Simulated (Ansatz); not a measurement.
MnS:

```xyz
2
Lattice="0.0000 2.6045 2.6045 2.6045 0.0000 2.6045 2.6045 2.6045 0.0000" Properties=species:S:1:pos:R:3 pbc="T T T"
Mn    0.0000    0.0000    0.0000
S     2.6045    2.6045    2.6045
```

Base run:

| Property | Result |
| --- | --- |
| Program | Ansatz 0.2.0 |
| Functional | PBE |
| Potentials or basis | Ansatz PAW |
| Cutoff | 800 eV |
| Density cutoff | 3200 eV |
| k mesh | 9 × 9 × 9 |
| Occupations | fermi-dirac, width 0.05 eV |
| Spin | collinear spin, ferromagnetic start |
| Starting moments | [4.0, 0.0] μB |

Its results: band gap on the k mesh none (metal or under the smearing width); pressure -2.9 GPa; net moment 4.71 μB per cell; site moments Mn +4.21; S +0.15 μB.

**Question.** The run is repeated on the same cell with these changes: potentials or basis from Ansatz PAW to PseudoDojo standard (PBE files); cutoff from 800 eV to 1306 eV; density cutoff from 3200 eV to 5225 eV. What comes out?

**Answer.** Band gap on the k mesh none (metal or under the smearing width); pressure -2.0 GPa; net moment 4.77 μB per cell; site moments Mn +4.26; S +0.16 μB.

Caveats: a cell with one magnetic atom can't hold antiferromagnetic order, which such compounds often take; semilocal functionals often make such compounds metallic where correlation or magnetic order opens a gap, which also shifts bond lengths.
